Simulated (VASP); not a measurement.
Write the native input for VASP 6.6.1 that does the following.

```
Task                   : single point
Functional             : PBE
Potentials or basis    : VASP PAW PBE potentials, release 64 (B)
Cutoff                 : 520 eV
k mesh                 : 16 × 9 × 7
Occupations            : fermi-dirac, width 0.05 eV
Spin                   : no spin polarisation
Further INCAR settings : ALGO = Normal; EDIFF = 1e-07; NBANDS = 10
```

The structure of B lies in POSCAR:

```
B
1.0
    1.6245600000      0.0000000000      0.0000000000
    0.0000000000      2.8661500000      0.0000000000
    0.0000000000      0.0000000000      3.9144000000
B
2
Direct
    0.0000000000      0.5000000000      0.6092600000
    0.5000000000      0.0000000000      0.3907400000
```

The cell was built by a generator and needn't be a form met in nature.

The input as run:

INCAR

```
PREC = Accurate
ENCUT = 520
EDIFF = 1E-7
ISMEAR = -1
SIGMA = 0.05
LREAL = False
LASPH = True
NELM = 80
ALGO = Normal
ISIF = 2
LWAVE = False
LCHARG = True
GGA = PE
LELF = True
LVHAR = True
NBANDS = 10
```

KPOINTS

```
regular mesh
0
Gamma
  16 9 7
```

Potentials or basis: VASP PAW PBE potentials, release 64 (B).

Launch:

```bash
$ cat potpaw_PBE.64/B/POTCAR > POTCAR
$ mpirun -np 1 vasp_std > vasp.out
```

It gave:

```json
{
  "Pressure": "0.1 GPa",
  "Largest force": "0.006 eV/Å",
  "Band gap on the k mesh": "none (metal or under the smearing width)"
}
```

Caveat: this functional lacks dispersion, which binds the layers, so the pressure and a relaxed spacing across them are unreliable.

Run time: 8.3 s on 1 thread of Intel(R) Xeon(R) 6975P-C (Granite Rapids) (shared host), peak memory 0.14 GiB.
